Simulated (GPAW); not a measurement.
AlN, 2 atoms in the cell. The structure is cubic, space group F-43m (No. 216). The conventional cell has a = 4.368 Å, b = 4.368 Å, c = 4.368 Å, α = 90.00°, β = 90.00°, γ = 90.00°. Al (site symmetry -43m) is surrounded by 4 N at 1.89 Å. N (site symmetry -43m) is surrounded by 4 Al at 1.89 Å. Measurements of this composition are mostly on another form, of space group No. 186.

| Property | Result |
| --- | --- |
| Program | GPAW 26.7.0 |
| Task | band structure |
| Functional | PBE |
| Potentials or basis | GPAW PAW data sets (gpaw-data 1.2.1) |
| Basis | lcao:dzp |
| Grid spacing | 0.16 Å |
| k mesh | 10 × 10 × 10 |
| Occupations | fermi-dirac, width 0.05 eV |
| Spin | no spin polarisation |
| Maxiter | 150 |
| Band path | GXWKGLUWLK,UX |
| Band points | 100 |

Potentials or basis: GPAW PAW data sets (gpaw-data 1.2.1), lcao:dzp.

Run with:

```console
$ OMP_NUM_THREADS=1 python run.py
```

Hardware: 1 thread of AMD EPYC 7R13 Processor (Zen 3), with other jobs on the host.

How long does it take, and how much memory?

Run time: 4.8 min on 1 thread of AMD EPYC 7R13 Processor (Zen 3), with other jobs on the host, peak memory 0.19 GiB. Counts: scf iterations 9, bands 8, k points 47.
